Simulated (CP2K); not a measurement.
Crystal: ZnO (zincite).

```
Zn O
1.0
     3.24931    0.00000    0.00000
    -1.62465    2.81398    0.00000
     0.00000    0.00000    5.20571
Zn O
2 2
Direct
  0.66667 0.33333 0.00000
  0.33333 0.66667 0.50000
  0.33333 0.66667 0.87901
  0.66667 0.33333 0.37901
```

Base run:

```yaml
Program: CP2K 2026.2
Functional: BLYP
Potentials_or_basis: POTENTIAL_UZH Zn GTH-PBE-q12, O GTH-PBE-q6; TZVP-MOLOPT-PBE-GTH basis
Density_cutoff: 11565 eV
k_mesh: 9 × 9 × 5
Occupations: fermi-dirac, width 0.05 eV
Spin: no spin polarisation
```

Its results: band gap on the k mesh 0.96 eV, direct; pressure 11.5 GPa.

Q: The run is repeated on the same cell with these changes: functional from BLYP to PBE. What comes out?

A: Band gap on the k mesh 0.80 eV, direct; pressure 6.2 GPa.

PBE binds more tightly than BLYP, so the same cell stands under less pressure.

Caveats: the basis of atomic orbitals isn't converged, which shifts pressures, moduli and gaps; the potentials were made for another functional, which shifts forces and pressure (some runs).

